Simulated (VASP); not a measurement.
## Cu: single point with PBE

The system is Cu.

```
Cu
1.0
     2.37981   -1.57287    0.00000
     2.37981    1.57287    0.00000
     0.00000    0.00000    6.41614
Cu
4
Direct
  0.85000 0.15000 0.11700
  0.65000 0.35000 0.61700
  0.15000 0.85000 0.88300
  0.35000 0.65000 0.38300
```

The cell was built by a generator and needn't be a form met in nature.

```
Program             : VASP 6.6.1
Task                : single point
Functional          : PBE
Potentials or basis : VASP PAW PBE potentials, release 64 (Cu)
Cutoff              : 520 eV
k mesh              : 6 × 6 × 4
Occupations         : gaussian, width 0.1 eV
Spin                : no spin polarisation
```

```
Pressure               : 49.0 GPa
Largest force          : 12.024 eV/Å
Band gap on the k mesh : none (metal or under the smearing width)
```

Forces in eV/Å, atoms in the order of the input:
```
Cu   0.000  7.125  9.685
Cu   0.000 -7.125  9.685
Cu   0.000 -7.125 -9.685
Cu   0.000  7.125 -9.685
```

Stress tensor (GPa, compression positive):
```
-19.33   0.00   0.00
  0.00  45.97   0.00
  0.00   0.00 120.43
```

Levels at points of the mesh, in eV from the Fermi level:
```csv
k point,band 18,band 19,band 20,band 21,band 22,band 23,band 24,band 25,band 26,band 27
"(0.00, 0.00, 0.00)",-2.04,-1.97,-1.74,-1.69,-1.16,-0.62,4.70,10.39,12.67,13.65
"(0.50, 0.00, 0.00)",-1.64,-1.59,-1.59,-0.94,-0.94,0.14,0.14,3.88,3.88,10.97
"(0.50, 0.50, 0.00)",-1.68,-1.32,-1.12,-0.67,1.06,2.90,3.04,3.24,4.12,6.62
"(0.00, 0.00, 0.50)",-1.74,-1.72,-1.72,-1.60,-1.60,0.71,0.71,13.30,13.30,14.17
"(0.50, 0.00, 0.50)",-1.88,-1.70,-1.70,-1.30,-1.30,-0.10,-0.10,6.11,6.11,7.99
"(0.50, 0.50, 0.50)",-1.86,-1.25,-1.25,0.43,0.43,1.40,1.40,6.64,6.64,7.45
```

Run time: 39 s on 1 thread of Intel(R) Xeon(R) Platinum 8259CL CPU @ 2.50GHz (Skylake/Cascade Lake) (shared host), peak memory 0.18 GiB.

Caveat: the k mesh is coarse (spacing up to 0.40 Å⁻¹), so the values aren't converged; a pressure of tens of GPa on the cell as given is suspect, and the run, the potentials or the cell itself is likely at fault; forces of over 1 eV/Å show positions far from the minimum, so gaps and moduli don't describe the material at rest.
